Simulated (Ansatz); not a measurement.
# ZrC: the cost of one run

Method: DFT PBE, scalar-relativistic, plane waves, PAW, in Ansatz 0.2.0.

### Step 1. The system as given

It takes space group Fm-3m (No. 225, cubic). The conventional cell has a = 4.700 Å, b = 4.700 Å, c = 4.700 Å, α = 90.00°, β = 90.00°, γ = 90.00°. Zr (site symmetry m-3m) is surrounded by 6 C at 2.35 Å. C (site symmetry m-3m) is surrounded by 6 Zr at 2.35 Å.

As a file:

```cif
data_structure
_symmetry_space_group_name_H-M 'P 1'
_symmetry_Int_Tables_number 1
_cell_length_a 3.3237
_cell_length_b 3.3237
_cell_length_c 3.3237
_cell_angle_alpha 60.000
_cell_angle_beta 60.000
_cell_angle_gamma 60.000
_cell_volume 25.96
loop_
_atom_site_label
_atom_site_type_symbol
_atom_site_fract_x
_atom_site_fract_y
_atom_site_fract_z
_atom_site_occupancy
Zr1 Zr 0.50000 0.50000 0.50000 1
C1 C 0.00000 0.00000 0.00000 1
```

No relaxation comes first: the listed cell is the starting point.

### Step 2. The reference cell

The reference gives a free energy of -4436.4968 eV, pressure 1.20 GPa, largest force 0.000 eV/Å and gap on the mesh none (metal). It was computed beforehand with the settings of the runs below.

### Step 3. The scan: one atom moved over a plane

Atom 1 (Zr) is moved by p along (1.000, 0.000, 0.000) and q along (0.000, 1.000, 0.000) (Å), all else fixed; its images in the other cells move with it. Points alike by symmetry are run once.

### Step 4. Point p = -0.300, q = -0.300

input.yaml

```yaml
crystal:
  lattice:
    - [0.0, 2.35021, 2.35021]
    - [2.35021, 0.0, 2.35021]
    - [2.35021, 2.35021, 0.0]
  atoms:
    - { symbol: Zr, position: [0.5, 0.5, 0.3723518324] }
    - { symbol: C, position: [0.0, 0.0, 0.0] }
basis:
  ecutwfc: 420
kpoints:
  mp_grid: { grid: [18, 18, 18] }
hamiltonian:
  xc: pbe
scf:
  occupations: { method: gaussian, width: 0.15 }
output:
  forces: true
  stress: true
  eigenvalues: true
```

Launch:

```bash
ansatz run input.yaml --threads 1 --pin off --max-ram 2560MiB --backend cpu --events-out ev --progress --plain --runs-dir out
```

**Question.** How long does this run take on 1 thread of Arm Neoverse V2, shared host, and how much memory does it need?

About 19 s, with a peak of 0.61 GiB.
